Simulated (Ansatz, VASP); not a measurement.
# Pt: VASP beside Ansatz

File POSCAR:

```
Pt
1.0
   -1.5842200000      1.5842200000      1.5842200000
    1.5842200000     -1.5842200000      1.5842200000
    1.5842200000      1.5842200000     -1.5842200000
Pt
1
Direct
    0.0000000000      0.0000000000      0.0000000000
```

File INCAR.step1:

```
SYSTEM = Pt
PREC     = Accurate       ! precision mode
ENCUT    = 520            ! plane-wave cutoff, eV
ISMEAR   = -1             ! smearing method
SIGMA    = 0.1            ! smearing width, eV
LREAL    = .FALSE.        ! projectors in reciprocal space
LASPH    = .TRUE.         ! aspherical terms in the spheres
NELM     = 100            ! most SCF steps
NBANDS   = 11             ! bands
GGA      = PE             ! functional
ALGO     = Normal         ! electronic algorithm
EDIFF    = 1E-4           ! SCF threshold, eV
LWAVE    = .TRUE.         ! write WAVECAR
LCHARG   = .FALSE.        ! write CHGCAR
```

Contents of INCAR.step2:

```
SYSTEM = Pt
PREC     = Accurate       ! precision mode
ENCUT    = 520            ! plane-wave cutoff, eV
EDIFF    = 1E-6           ! SCF threshold, eV
ISMEAR   = -1             ! smearing method
SIGMA    = 0.1            ! smearing width, eV
LREAL    = .FALSE.        ! projectors in reciprocal space
LASPH    = .TRUE.         ! aspherical terms in the spheres
NELM     = 100            ! most SCF steps
ALGO     = Normal         ! electronic algorithm
ISIF     = 2              ! what is computed and relaxed
LWAVE    = .FALSE.        ! write WAVECAR
LCHARG   = .FALSE.        ! write CHGCAR
METAGGA  = R2SCAN         ! meta-GGA
LMIXTAU  = .TRUE.       
NBANDS   = 11             ! bands
ISTART   = 1
```

Contents of KPOINTS:

```
Automatic mesh
0
G
  13 13 13
  0 0 0
```

Input for Ansatz:

```yaml
crystal:
  lattice:
    - [-1.58422, 1.58422, 1.58422]
    - [1.58422, -1.58422, 1.58422]
    - [1.58422, 1.58422, -1.58422]
  atoms:
    - { symbol: Pt, position: [0.0, 0.0, 0.0] }
basis:
  ecutwfc: 600.0
kpoints:
  mp_grid:
    grid: [13, 13, 13]
hamiltonian:
  xc: r2scan
  pseudopotentials:
    kind: paw
scf:
  occupations:
    method: fermi_dirac
    width: 0.1
output:
  stress: true
```

This isn't the form of Pt at room conditions, which is fcc.

Alike in both runs: task single point; functional r2SCAN; k mesh 13 × 13 × 13; occupations fermi-dirac, width 0.1 eV; no spin polarisation.

```csv
,VASP,Ansatz
version,VASP 6.6.1,Ansatz 0.2.0
potentials or method,"VASP PAW PBE potentials, release 64 (Pt)","plane waves, PAW"
plane-wave cutoff (eV),520,600
valence electrons in the cell,10,18
```

|  | VASP | Ansatz | Ansatz less VASP |
| --- | --- | --- | --- |
| pressure (GPa) | -5.7 | -6.2 | -0.53 |

The two sets of potentials don't hold the same shells in valence.

Caveats: the PAW data sets were made with another functional, which shifts forces and pressure a little (VASP). Spin-orbit coupling is left out, which matters for the levels of Pt.
